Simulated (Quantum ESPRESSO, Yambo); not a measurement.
# CdTe (F-43m): G0W0 in Yambo against the bands

How does the gap of CdTe (F-43m) converge in the bands?

Calculated with Yambo 5.3.0; PBE and many-body steps on it, plane waves.

### Step 1. Starting point

Symmetry: F-43m, No. 216, cubic system. Conventional cell: a = 6.480 Å, b = 6.480 Å, c = 6.480 Å, α = 90.00°, β = 90.00°, γ = 90.00°. Nearest to Cd lie 4 Te at 2.81 Å. Nearest to Te lie 4 Cd at 2.81 Å. Farther neighbours and most contacts between anions are not listed.

As a file:

```
Cd Te
1.0
     0.00000    3.24000    3.24000
     3.24000    0.00000    3.24000
     3.24000    3.24000    0.00000
Cd Te
1 1
Direct
  0.00000 0.00000 0.00000
  0.25000 0.25000 0.25000
```

The cell and positions come from the Crystallography Open Database and are kept as given unless a step says otherwise. Spin-orbit coupling is left out unless a step names it.

### Step 2. 38 bands

This step: Yambo 5.3.0; G0W0 on PBE, plane waves, norm-conserving pseudopotentials.

Now the one-shot GW correction: screening in the RPA, then the self-energy of the levels asked for.

File gw1.in:

```
HF_and_locXC
gw0
dyson
ppa
em1d
rim_cut
RandQpts= 1000000
RandGvec= 1 RL
EXXRLvcs= 94 Ry
VXCRLvcs= 376 Ry
Chimod= "HARTREE"
% BndsRnXp
 1 | 38 |
%
NGsBlkXp= 11 Ry
% LongDrXp
 1 | 1 | 1 |
%
% GbndRnge
 1 | 38 |
%
DysSolver= "n"
ExtendOut
PPAPntXp= 27.21138 eV
% QPkrange
 1 | 1 | 21 | 24 |
%
```

Command:

```
OMP_NUM_THREADS=1 mpirun -n 4 yambo -F gw1.in -J gw1 -C gw1 > gw1.log
```

What it wrote:

```text
 Yambo, version 5.3.0

 [02] CORE Variables Setup
 =========================

  [... cell, symmetries and grids as in the set-up ...]

  [02.05] Energies & Occupations
  ==============================

  [X] === General ===
  [X] Electronic Temperature                        :  0.000000  0.000000 [eV K]
  [X] Bosonic    Temperature                        :  0.000000  0.000000 [eV K]
  [X] Finite Temperature mode                       : no
  [X] El. density                                   :  0.64683E+24 [cm-3]
  [X] Fermi Level                                   :  8.269562 [eV]

  [X] === Gaps and Widths ===
  [X] Conduction Band Min                           :  0.770493 [eV]
  [X] Valence Band Max                              :  0.000000 [eV]
  [X] Filled Bands                                  :  22
  [X] Empty Bands                                   :   23  305
  [X] Direct Gap                                    :  0.770493 [eV]
  [X] Direct Gap localized at k                     :  1
  [X] Indirect Gap                                  :  0.770493 [eV]
  [X] Indirect Gap between kpts                     :  1  1
  [X] Last valence band width                       :  2.192418 [eV]
  [X] 1st conduction band width                     :  3.488558 [eV]

 [03] Transferred momenta grid and indexing
 ==========================================

 IBZ Q-points                                      :   8
 BZ  Q-points                                      :   64

 K/Q-points units:
 rlu = crystal or reduced units; cc = cartesian coordinates; iku = interal k-units

 Q [1]          [rlu]:  0.000000  0.000000  0.000000
 Q [2]          [rlu]: -0.71308E-17 -0.71308E-17  0.25000
 Q [3]          [rlu]:  0.14262E-16  0.14262E-16 -0.50000
 Q [4]          [rlu]: -0.21313E-17  0.25000      0.25000
 Q [5]          [rlu]: -0.78397E-17  0.25000      0.50000
 Q [6]          [rlu]:  0.14262E-16  0.25000     -0.25000
 Q [7]          [rlu]:  0.42627E-17 -0.50000     -0.50000
 Q [8]          [rlu]:  0.250000 -0.500000 -0.250000

 [04] Coloumb potential Random Integration (RIM)
 ===============================================

  [04.01] RIM initialization
  ==========================

  * Diagonal components only detected *

  8 x (sBL volume)        :  0.067544 [a.u.]
  sBZ random points       :  1000000
  Points outside the sBZ  :   7968281
  RL volume               :  0.540354 [a.u.]
  Integrated volume       :  0.542504 [a.u.]

  [04.02] RIM integrals
  =====================

  Gamma point sphere radius             :  0.073872 [a.u.]
  Points outside the sphere             :   800476
  [Int_sBZ(q=0) 1/q^2]*(Vol_sBZ)^(-1/3) =:  7.776341
                                 should be <:  7.795600

  Summary of Coulomb integrals for non-metallic bands |Q|[au] RIM/Bare

  Q [1] 0.100000E-4 0.997530 * Q [2] 0.222181 1.068569
  Q [4] 0.256552 1.068679 * Q [6] 0.362820 1.030574
  Q [5] 0.425444 1.023203 * Q [3] 0.444362 1.020753
  Q [7] 0.513105 1.016896 * Q [8] 0.573668 1.013852

 [WARNING] [Xp] User bands 1-38 break level degeneracy

 [05] Dipoles
 ============

  [05.01] Setup: observables and procedures
  =========================================

 [06] Dynamic Dielectric Matrix (PPA)
 ====================================

 [WR./gw1//ndb.pp]---------------------------------------------------------------
  Brillouin Zone Q/K grids (IBZ/BZ)                :    8   64    8   64
  RL vectors                                       :   8363 [WF]
  Coulomb cutoff potential                         : none
  Electronic Temperature                           :  0.000000 [K]
  Bosonic    Temperature                           :  0.000000 [K]
  PPA    diel. fun.  energies                      : Perdew, Burke & Ernzerhof(X)+Perdew, Burke & Ernzerhof(C)
  wavefunctions                                    : Perdew, Burke & Ernzerhof(X)+Perdew, Burke & Ernzerhof(C)
  Global Gauge                                     : length
  X matrix size                                    :  307
  X band range                                     :    1   38
  X e/h energy range                               : -1.000000 -1.000000 [eV]
  X Time ordering                                  : R
  X Hxc Kernel                                     : HARTREE
  X Drude frequency                                :  0.000000  0.000000
  X poles                                          :  100.0000 [o/o]
  RL vectors in the sum                            :   8363
  [r,Vnl] included                                 : yes
  Field direction                                  :  0.577350E-5  0.577350E-5  0.577350E-5
  BZ energy Double Grid                            : no
  BZ energy DbGd points                            : 0
  BZ Q point size factor                           : -1.000000
  X Optical Averaged directions                    : none

 [07] Local Exchange-Correlation + Non-Local Fock
 ================================================

 [VXC] Plane waves :   56833
 [EXS] Plane waves :   7239

 QP @ state[ 1 ] K range:  1  1
 QP @ state[ 1 ] b range:  21  24

 [xc] Functional : Perdew, Burke & Ernzerhof(X)+Perdew, Burke & Ernzerhof(C)
 [xc] LIBXC used to calculate xc functional
  PP Number of Atomic Species                      :  2
  NLCC RL compoments                               :   56833
  PP Number of Atomic Species                      :  2
  NLCC RL compoments                               :   56833

 [xc] E_xc :  -35.75596 [Ha]
      E_xc :  -71.51193 [Ry]

  Local XC kind (lXC) : Perdew, Burke & Ernzerhof(X)+Perdew, Burke & Ernzerhof(C)
  Non-Local XC kind (nlXC) : Hartree-Fock

  Corrections @ K [1] :  [eV]
 <21|nlXC|21> = -16.37050  0.65059E-17 <21|lXC|21> = -14.42006 -0.18882E-15
 <22|nlXC|22> = -16.37052  0.24658E-17 <22|lXC|22> = -14.42006  0.37763E-15
 <23|nlXC|23> = -8.185957 -0.13120E-17 <23|lXC|23> = -11.98125 -0.13484E-20
 <24|nlXC|24> = -5.957498  0.75232E-18 <24|lXC|24> = -10.13165  0.18880E-15

 [08] Dyson equation: Newton solver
 ==================================

  [08.01] G0W0 (W PPA)
  ====================

  [  GW  ] Bands range     :    1   38
  [GW/PPA] G damping       :  0.100000 [eV]

  QP @ state[ 1 ] K range:  1  1
  QP @ state[ 1 ] b range:  21  24

   Sc/G bands                                       :    1   38
   Sc/G damping                                     :  0.100000 ev
   Sc bands terminator                              : no
   Sx RL components                                 :   7239

   QP @ state[ 1 ] K range                          :  1  1
   QP @ state[ 1 ] b range                          :  21  24
   GF energies kind                                 : Perdew, Burke & Ernzerhof(X)+Perdew, Burke & Ernzerhof(C)
   GF WF`s kind                                     : Perdew, Burke & Ernzerhof(X)+Perdew, Burke & Ernzerhof(C)
   Xs energies kind                                 : Perdew, Burke & Ernzerhof(X)+Perdew, Burke & Ernzerhof(C)
   Xs WF`s kind                                     : Perdew, Burke & Ernzerhof(X)+Perdew, Burke & Ernzerhof(C)

 [11] Game Over & Game summary
```

It took 51 s on 4 MPI ranks of Arm Neoverse V1, shared host; peak memory 2.3 GiB.

This step gave:

| Property | Result |
| --- | --- |
| G0W0 gap on the points computed | 1.639 eV |
| starting gap on the mesh | 0.7705 eV |
| k of the valence top | 0, 0, 0 |
| k of the conduction bottom | 0, 0, 0 |
| least direct G0W0 gap on the computed points | 1.639 eV |
| Z at the valence top | 0.7954 |
| Z at the conduction bottom | 0.8110 |

The gap on the mesh goes from 0.77 eV to 1.64 eV, a correction of +0.87 eV.

### Step 3. 57 bands

File gw2.in:

```
HF_and_locXC
gw0
dyson
ppa
em1d
rim_cut
RandQpts= 1000000
RandGvec= 1 RL
EXXRLvcs= 94 Ry
VXCRLvcs= 376 Ry
Chimod= "HARTREE"
% BndsRnXp
 1 | 57 |
%
NGsBlkXp= 11 Ry
% LongDrXp
 1 | 1 | 1 |
%
% GbndRnge
 1 | 57 |
%
DysSolver= "n"
ExtendOut
PPAPntXp= 27.21138 eV
% QPkrange
 1 | 1 | 21 | 24 |
%
```

Command:

```
OMP_NUM_THREADS=1 mpirun -n 4 yambo -F gw2.in -J gw2 -C gw2 > gw2.log
```

What it wrote:

```text
 Yambo, version 5.3.0

 [02] CORE Variables Setup
 =========================

  [... cell, symmetries and grids as in the set-up ...]

  [02.05] Energies & Occupations
  ==============================

  [X] === General ===
  [X] Electronic Temperature                        :  0.000000  0.000000 [eV K]
  [X] Bosonic    Temperature                        :  0.000000  0.000000 [eV K]
  [X] Finite Temperature mode                       : no
  [X] El. density                                   :  0.64683E+24 [cm-3]
  [X] Fermi Level                                   :  8.269562 [eV]

  [X] === Gaps and Widths ===
  [X] Conduction Band Min                           :  0.770493 [eV]
  [X] Valence Band Max                              :  0.000000 [eV]
  [X] Filled Bands                                  :  22
  [X] Empty Bands                                   :   23  305
  [X] Direct Gap                                    :  0.770493 [eV]
  [X] Direct Gap localized at k                     :  1
  [X] Indirect Gap                                  :  0.770493 [eV]
  [X] Indirect Gap between kpts                     :  1  1
  [X] Last valence band width                       :  2.192418 [eV]
  [X] 1st conduction band width                     :  3.488558 [eV]

 [03] Transferred momenta grid and indexing
 ==========================================

 IBZ Q-points                                      :   8
 BZ  Q-points                                      :   64

 K/Q-points units:
 rlu = crystal or reduced units; cc = cartesian coordinates; iku = interal k-units

 Q [1]          [rlu]:  0.000000  0.000000  0.000000
 Q [2]          [rlu]: -0.71308E-17 -0.71308E-17  0.25000
 Q [3]          [rlu]:  0.14262E-16  0.14262E-16 -0.50000
[...]
================================================

 [VXC] Plane waves :   56833
 [EXS] Plane waves :   7239

 QP @ state[ 1 ] K range:  1  1
 QP @ state[ 1 ] b range:  21  24

 [xc] Functional : Perdew, Burke & Ernzerhof(X)+Perdew, Burke & Ernzerhof(C)
 [xc] LIBXC used to calculate xc functional
  PP Number of Atomic Species                      :  2
  NLCC RL compoments                               :   56833
  PP Number of Atomic Species                      :  2
  NLCC RL compoments                               :   56833

 [xc] E_xc :  -35.75596 [Ha]
      E_xc :  -71.51193 [Ry]

  Local XC kind (lXC) : Perdew, Burke & Ernzerhof(X)+Perdew, Burke & Ernzerhof(C)
  Non-Local XC kind (nlXC) : Hartree-Fock

  Corrections @ K [1] :  [eV]
 <21|nlXC|21> = -16.37050  0.65059E-17 <21|lXC|21> = -14.42006 -0.18882E-15
 <22|nlXC|22> = -16.37052  0.24658E-17 <22|lXC|22> = -14.42006  0.37763E-15
 <23|nlXC|23> = -8.185957 -0.13120E-17 <23|lXC|23> = -11.98125 -0.13484E-20
 <24|nlXC|24> = -5.957498  0.75232E-18 <24|lXC|24> = -10.13165  0.18880E-15

 [08] Dyson equation: Newton solver
 ==================================

  [08.01] G0W0 (W PPA)
  ====================

  [  GW  ] Bands range     :    1   57
  [GW/PPA] G damping       :  0.100000 [eV]

  QP @ state[ 1 ] K range:  1  1
  QP @ state[ 1 ] b range:  21  24

   Sc/G bands                                       :    1   57
   Sc/G damping                                     :  0.100000 ev
   Sc bands terminator                              : no
   Sx RL components                                 :   7239

   QP @ state[ 1 ] K range                          :  1  1
   QP @ state[ 1 ] b range                          :  21  24
   GF energies kind                                 : Perdew, Burke & Ernzerhof(X)+Perdew, Burke & Ernzerhof(C)
   GF WF`s kind                                     : Perdew, Burke & Ernzerhof(X)+Perdew, Burke & Ernzerhof(C)
   Xs energies kind                                 : Perdew, Burke & Ernzerhof(X)+Perdew, Burke & Ernzerhof(C)
   Xs WF`s kind                                     : Perdew, Burke & Ernzerhof(X)+Perdew, Burke & Ernzerhof(C)

 [11] Game Over & Game summary
```

It took 92 s on 4 MPI ranks; peak memory 2.3 GiB.

This step gave:

| Property | Result |
| --- | --- |
| G0W0 gap on the points computed | 1.599 eV |
| starting gap on the mesh | 0.7705 eV |
| k of the valence top | 0, 0, 0 |
| k of the conduction bottom | 0, 0, 0 |
| least direct G0W0 gap on the computed points | 1.599 eV |
| Z at the valence top | 0.7966 |
| Z at the conduction bottom | 0.8115 |

Against the run before, the gap moves by −0.041 eV.

### Step 4. 93 bands

File gw3.in:

```
HF_and_locXC
gw0
dyson
ppa
em1d
rim_cut
RandQpts= 1000000
RandGvec= 1 RL
EXXRLvcs= 94 Ry
VXCRLvcs= 376 Ry
Chimod= "HARTREE"
% BndsRnXp
 1 | 93 |
%
NGsBlkXp= 11 Ry
% LongDrXp
 1 | 1 | 1 |
%
% GbndRnge
 1 | 93 |
%
DysSolver= "n"
ExtendOut
PPAPntXp= 27.21138 eV
% QPkrange
 1 | 1 | 21 | 24 |
%
```

Command:

```
OMP_NUM_THREADS=1 mpirun -n 4 yambo -F gw3.in -J gw3 -C gw3 > gw3.log
```

What it wrote:

```text
 Yambo, version 5.3.0

 [02] CORE Variables Setup
 =========================

  [... cell, symmetries and grids as in the set-up ...]

  [02.05] Energies & Occupations
  ==============================

  [X] === General ===
  [X] Electronic Temperature                        :  0.000000  0.000000 [eV K]
  [X] Bosonic    Temperature                        :  0.000000  0.000000 [eV K]
  [X] Finite Temperature mode                       : no
  [X] El. density                                   :  0.64683E+24 [cm-3]
[...]
Sx RL components                                 :   7239

   QP @ state[ 1 ] K range                          :  1  1
   QP @ state[ 1 ] b range                          :  21  24
   GF energies kind                                 : Perdew, Burke & Ernzerhof(X)+Perdew, Burke & Ernzerhof(C)
   GF WF`s kind                                     : Perdew, Burke & Ernzerhof(X)+Perdew, Burke & Ernzerhof(C)
   Xs energies kind                                 : Perdew, Burke & Ernzerhof(X)+Perdew, Burke & Ernzerhof(C)
   Xs WF`s kind                                     : Perdew, Burke & Ernzerhof(X)+Perdew, Burke & Ernzerhof(C)

 [11] Game Over & Game summary
```

Wall time 2.8 min (4 MPI ranks); peak memory 2.4 GiB; 11 min of CPU time.

Numbers from this step:

```yaml
g0w0_gap_on_the_points_computed: 1.525 eV
starting_gap_on_the_mesh: 0.7705 eV
k_of_the_valence_top: 0, 0, 0
k_of_the_conduction_bottom: 0, 0, 0
least_direct_g0w0_gap_on_the_computed_points: 1.525 eV
```

Against the run before, the gap moves by −0.074 eV.

(Part 1 of 2 ends here.)

[Paths, hosts, dates, memory and timing lines, banners, echoed tables and standing remarks are left out of the program output.]

[Logs are printed without paths, hosts, clocks, repeated set-up lines and the standing remarks that a program may print on its own settings, such as how far it seeks lower states.]

[Runs of the session that timed out or met a known fault of the program may be left out.]

[Hosts, paths, dates, database ids (printed as entryN), source tags and the programs' standing remarks are cut or masked in the printed files.]
